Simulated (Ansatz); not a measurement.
# PbS: the cost of one run

Computed with Ansatz 0.2.0 (DFT PBE, scalar-relativistic, plane waves, PAW, unless a step's input says otherwise).

2 further runs of the same task are left out: 1 that didn't finish, 1 set aside as unsound or not needed. Runs told in other sessions of the task aren't counted.

## 1. The starting structure

Symmetry: F-43m, No. 216, cubic system. Conventional cell: a = 6.648 Å, b = 6.648 Å, c = 6.648 Å, α = 90.00°, β = 90.00°, γ = 90.00°. Pb (site symmetry -43m) has 4 S at 2.88 Å in its first shell of neighbours. S (site symmetry -43m) has 4 Pb at 2.88 Å in its first shell of neighbours.

Structure file:

```
CELL_PARAMETERS angstrom
0.00000 3.32383 3.32383
3.32383 0.00000 3.32383
3.32383 3.32383 0.00000
ATOMIC_POSITIONS crystal
Pb 0.00000 0.00000 0.00000
S 0.25000 0.25000 0.25000
```

This cell comes from an earlier session at PBE: 36.721 Å³/atom at 0.00 GPa, on a 10×10×10 mesh.

The changes: atom 1 (Pb) moved 0.02 Å along x; atom 1 (Pb) moved 0.05 Å along x; strain e5 = +0.02, atoms carried along; strain e2 = +0.03, atoms carried along; all atoms moved at random (σ = 0.1 Å), cell strained at random (1 %); all atoms moved at random (σ = 0.03 Å), cell strained at random (1 %).

## 2. Atom 1 (Pb) moved 0.02 Å along x

Input file input.yaml:

```yaml
crystal:
  lattice:
    - [0.0, 3.3238313106, 3.3238313106]
    - [3.3238313106, 0.0, 3.3238313106]
    - [3.3238313106, 3.3238313106, 0.0]
  atoms:
    - { symbol: Pb, position: [-0.0030085763, 0.0030085763, 0.0030085763] }
    - { symbol: S, position: [0.25, 0.25, 0.25] }
basis:
  ecutwfc: 420
  ecutrho_ratio: 4
kpoints:
  mp_grid: { grid: [10, 10, 10] }
hamiltonian:
  xc: pbe
scf:
  occupations: { method: gaussian, width: 0.05 }
output:
  forces: true
  stress: true
  eigenvalues: true
  write_density: true
  write_potential: true
  elf: true
  volumetric_format: npy
```

On the command line:

```console
$ ansatz run input.yaml --threads 2 --pin off --max-ram 2662MiB --backend cpu --events-out ev --progress --plain --runs-dir out
```

What time and memory should one allow on 2 threads of Arm Neoverse V1, shared host?

About 14 s, with a peak of 0.48 GiB.
